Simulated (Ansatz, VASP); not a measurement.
## Ge in VASP and in Ansatz

Contents of INCAR:

```
PREC = Accurate
ENCUT = 520
EDIFF = 1E-6
ISMEAR = 0
SIGMA = 0.02
LREAL = F
LASPH = T
NELM = 80
ALGO = Normal
ISIF = 2
LWAVE = F
LCHARG = T
GGA = PS
LELF = T
LVHAR = T
NBANDS = 36
```

Contents of KPOINTS:

```
regular mesh
0
Gamma
  7 7 7
```

Contents of POSCAR:

```
Ge
1.0
    0.0000000000      2.8857400000      5.1156650000
    2.6304970000      0.0000000000      5.1156650000
    2.6304970000      2.8857400000      0.0000000000
Ge
4
Direct
    0.7264900000      0.2735100000      0.7264900000
    0.2735100000      0.7264900000      0.2735100000
    0.2181330000      0.2181330000      0.7818670000
    0.7818670000      0.7818670000      0.2181330000
```

input.yaml

```yaml
crystal:
  lattice:
    - [0.0, 2.88574, 5.115665]
    - [2.630497, 0.0, 5.115665]
    - [2.630497, 2.88574, 0.0]
  atoms:
    - { symbol: Ge, position: [0.72649, 0.27351, 0.72649] }
    - { symbol: Ge, position: [0.27351, 0.72649, 0.27351] }
    - { symbol: Ge, position: [0.218133, 0.218133, 0.781867] }
    - { symbol: Ge, position: [0.781867, 0.781867, 0.218133] }
kpoints:
  mp_grid: { grid: [7, 7, 7] }
scf:
  occupations: { method: gaussian, width: 0.02 }
hamiltonian:
  xc: pbesol
  pseudopotentials: { kind: all_electron, lapw: { basis_error: 0.002 } }
output:
  forces: true
  stress: true
  eigenvalues: true
```

This isn't the form of Ge at room conditions, which is diamond.

Alike in both runs: task single point; functional PBEsol; k mesh 7 × 7 × 7; occupations gaussian, width 0.02 eV; no spin polarisation.

```csv
,VASP,Ansatz
version,VASP 6.6.1,Ansatz 0.2.0
potentials or method,"VASP PAW PBE potentials, release 64 (Ge_d)","all-electron LAPW, scalar-relativistic"
plane-wave cutoff (eV),520,see its input
```

|  | VASP | Ansatz | Ansatz less VASP |
| --- | --- | --- | --- |
| gap on the k mesh at the Fermi level (eV) | none | none | - |
| pressure (GPa) | -3.6 | -3.4 | +0.19 |
| largest component of the traceless stress (GPa) | 0.48 | 0.47 | -0.011 |
| rms of the force components (eV/Å) | 0.023 | 0.023 | -0.0001 |

Atom by atom the forces differ by 0.001 eV/Å (rms over components). A gap of «none» marks a metal or a gap that the smearing closes. Ansatz ran all-electron here, so the differences hold the error of VASP's frozen core and of both bases.

Caveats: the PAW data sets were made with another functional, which shifts forces and pressure a little (VASP).
